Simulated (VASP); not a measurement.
# ZnS (P6_3mc) in VASP: notebook, part 2 of 2

VASP 6.6.1. The steps go on from the part before.

### 4 Single point, PBE

This run uses another cell than the first one, of 20.19 Å³/atom, 1.083 times its volume.

File INCAR:

```
PREC     = Accurate       # precision mode
ENCUT    = 500            # plane-wave cutoff, eV
EDIFF    = 1E-6           # SCF threshold, eV
ISMEAR   = 1              # smearing method
SIGMA    = 0.05           # smearing width, eV
LREAL    = F              # projectors in reciprocal space
LASPH    = T              # aspherical terms in the spheres
NELM     = 120            # most SCF steps
ALGO     = Normal         # electronic algorithm
ISIF     = 2              # what is computed and relaxed
LWAVE    = F              # write WAVECAR
LCHARG   = F              # write CHGCAR
GGA      = PE             # functional
NBANDS   = 26             # bands
GGA_COMPAT= F
```

File KPOINTS:

```
Automatic mesh
0
Gamma
  6 6 4
```

File POSCAR:

```
ZnS
1.0
    3.8454929889      0.0000000000      0.0000000000
   -1.9227464944      3.3302946184      0.0000000000
    0.0000000000      0.0000000000      6.3053333047
Zn S
2 2
Direct
    0.3333333333      0.6666666667      0.0052197899
    0.6666666667      0.3333333333      0.5052197899
    0.3333333333      0.6666666667      0.3797802101
    0.6666666667      0.3333333333      0.8797802101
```

Potentials or basis: VASP PAW PBE potentials, release 64 (Zn, S).

Started as:

```console
> cat potpaw_PBE.64/Zn/POTCAR potpaw_PBE.64/S/POTCAR > POTCAR
> mpirun -np 1 vasp_std > vasp.out
```

OUTCAR:

```text
PREC = Accurate
   ENCUT = 500
   EDIFF = 1E-6
   ISMEAR = 1
   LREAL = F
   LASPH = T
   NELM = 120
   ISIF = 2
   GGA = PE

 ion  position               nearest neighbor table
   1  0.333  0.667  0.005-   4 2.36   4 2.36   4 2.36   3 2.36
   2  0.667  0.333  0.505-   3 2.36   3 2.36   3 2.36   4 2.36
   3  0.333  0.667  0.380-   2 2.36   2 2.36   2 2.36   1 2.36
   4  0.667  0.333  0.880-   1 2.36   1 2.36   1 2.36   2 2.36

  LATTYP: Found a hexagonal cell.
 ALAT       =     3.8454929889
[... 802 lines left out ...]

  FORCE on cell =-STRESS in cart. coord.  units (eV):
  Direction    XX          YY          ZZ          XY          YZ          ZX
  --------------------------------------------------------------------------------------
  -------------------------------------------------------------------------------------
  Total        0.0741655      0.0741655      0.0575913      0.0000000      0.0000000      0.0000000
  in kB        1.4715325      1.4715325      1.1426812      0.0000000      0.0000000      0.0000000
  external PRESSURE =       1.3619154 kB  Pullay stress =       0.0000000 kB

 VOLUME and BASIS-vectors are now :
 -----------------------------------------------------------------------------
  energy-cutoff  :      500.00
  volume of cell :       80.75
      direct lattice vectors                 reciprocal lattice vectors
     3.845492989  0.000000000  0.000000000     0.260044682  0.150136867  0.000000000
    -1.922746494  3.330294618  0.000000000     0.000000000  0.300273734  0.000000000
     0.000000000  0.000000000  6.305333305     0.000000000  0.000000000  0.158595898

 POSITION                                       TOTAL-FORCE (eV/Angst)
 -----------------------------------------------------------------------------------
     -0.00000      2.22020      0.03291        -0.000000      0.000000      0.002334
      1.92275      1.11010      3.18558         0.000000     -0.000000      0.002334
     -0.00000      2.22020      2.39464        -0.000000     -0.000000     -0.002334
      1.92275      1.11010      5.54731        -0.000000     -0.000000     -0.002334
 -----------------------------------------------------------------------------------
    total drift:                               -0.000000     -0.000000      0.000109

  FREE ENERGIE OF THE ION-ELECTRON SYSTEM (eV)
  ---------------------------------------------------
  free  energy   TOTEN  =       -13.6902709443 eV

  energy  without entropy=      -13.6903142486  energy(sigma->0) =      -13.69028538
```

Wall time 36 s (1 thread of AMD EPYC 7R13 (Zen 3), shared host); peak memory 0.16 GiB.

What came out:

```
Free energy            : -13.6903 eV
Pressure               : 0.1 GPa
Band gap on the k mesh : 2.08 eV, direct
```

Forces in eV/Å, atoms in the order of the input:
```
Zn   0.000  0.000  0.002
Zn   0.000  0.000  0.002
S    0.000  0.000 -0.002
S    0.000  0.000 -0.002
```

Levels at points of the mesh, in eV from the valence-band top:
```csv
k point,band 15,band 16,band 17,band 18,band 19,band 20,band 21,band 22
"(0.00, 0.00, 0.00)",-0.86,-0.07,0.00,0.00,2.08,3.05,6.33,6.33
"(0.50, 0.00, 0.00)",-3.14,-2.14,-1.61,-0.85,3.68,4.18,5.14,6.93
"(0.00, 0.00, 0.50)",-0.45,-0.45,-0.45,-0.45,3.48,3.48,6.76,6.76
"(0.50, 0.00, 0.50)",-1.56,-1.56,-1.54,-1.54,3.54,3.54,5.24,5.24
```

### 5 The runs side by side

| cell | k mesh | cutoff (eV) | smearing | gap on the mesh (eV) | pressure (GPa) |
| --- | --- | --- | --- | --- | --- |
| a = 3.710, b = 3.710, c = 6.256 Å, angles 90.0, 90.0, 120.0°, 4 atoms | 9 × 9 × 6 | 520 | gaussian 0.02 eV | 2.28 | 6.8 |
| a = 3.845, b = 3.845, c = 6.305 Å, angles 90.0, 90.0, 120.0°, 4 atoms | 6 × 6 × 4 | 500 | gaussian 0.05 eV | 2.08 | 0.1 |
| a = 3.845, b = 3.845, c = 6.305 Å, angles 90.0, 90.0, 120.0°, 4 atoms | 6 × 6 × 4 | 500 | methfessel-paxton 0.05 eV | 2.08 | 0.1 |

Alike in all rows: task single point; level PBE; potentials or basis VASP PAW PBE potentials, release 64 (Zn, S); no spin polarisation.

Absolute energies hang on the potentials; compare differences alone.

### 6 Comparison with measurements

Step 3. Measured gap of ZnS: 3.911 eV (direct; 4 K; a printed reference work, monograph). This calculation gives 2.08 eV (-1.83 eV). The value is that of PBE, without temperature or zero-point motion. Semilocal functionals fall short of measured gaps as a rule.

Step 4. Against the measured gap of ZnS, 3.911 eV (direct; 4 K; a printed reference work, monograph), the calculated 2.08 eV is off by -1.83 eV. The value is that of PBE, without temperature or zero-point motion. Semilocal functionals fall short of measured gaps as a rule.
